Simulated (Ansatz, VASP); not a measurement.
## Two plane-wave programs on GaN

```
Ga N
1.0
     0.00000    2.22770    2.22770
     2.22770    0.00000    2.22770
     2.22770    2.22770    0.00000
Ga N
1 1
Direct
  0.00000 0.00000 0.00000
  0.75000 0.75000 0.75000
```

Alike in both runs: functional LDA; k mesh 10 × 10 × 10; occupations gaussian, width 0.02 eV; no spin polarisation.

Ansatz relaxed the structure, and its values are those at the end. VASP's run is a single point on that final structure, the one shown.

|  | VASP | Ansatz |
| --- | --- | --- |
| version | VASP 6.6.1 | Ansatz 0.2.0 |
| potentials or method | VASP PAW LDA potentials, release 64 (Ga_d, N) | scalar-relativistic, plane waves, PAW |
| plane-wave cutoff (eV) | 520 | 420 |
| valence electrons in the cell | 18 | 18 |

|  | VASP | Ansatz | Ansatz less VASP |
| --- | --- | --- | --- |
| gap on the k mesh at the Fermi level (eV) | 1.97 | 1.96 | -0.017 |
| least direct gap on the mesh (eV) | 1.97 | 1.96 | -0.017 |
| pressure (GPa) | 1.1 | 0.0 | -1.13 |

Expect the measured gap to be larger: semilocal functionals such as LDA lack the derivative discontinuity.
